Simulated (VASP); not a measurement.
A run of VASP 6.6.1:

Contents of INCAR:

```
PREC = Accurate
ENCUT = 600
EDIFF = 1E-6
ISMEAR = 0
SIGMA = 0.1
LREAL = False
LASPH = True
NELM = 100
ALGO = Normal
ISIF = 3
LWAVE = False
LCHARG = False
IBRION = 2
NSW = 100
EDIFFG = -0.005
```

Contents of KPOINTS:

```
Automatic mesh
0
Gamma
  15 15 12
```

Contents of POSCAR:

```
ZrB2
1.0
    3.1355512539      0.0000000000      0.0000000000
   -1.5677756269      2.7154670407      0.0000000000
    0.0000000000      0.0000000000      3.4858913811
Zr B
1 2
Direct
    0.0000000000      0.0000000000      0.0000000000
    0.3333333333      0.6666666667      0.5000000000
    0.6666666667      0.3333333333      0.5000000000
```

Potentials or basis: VASP PAW LDA potentials, release 64 (Zr_sv, B).

Run with:

```console
$ cat potpaw_LDA.64/Zr_sv/POTCAR potpaw_LDA.64/B/POTCAR > POTCAR
$ mpirun -np 1 vasp_std > vasp.out
```

Hardware: 1 thread of AMD EPYC 7R13 Processor (Zen 3), on a shared host.

Task: How long does it take, and how much memory?

Result: It took 3.3 min on 1 thread of AMD EPYC 7R13 Processor (Zen 3), on a shared host, peak memory 0.19 GiB. Counts: scf iterations 34, k points 189, ion steps 7.
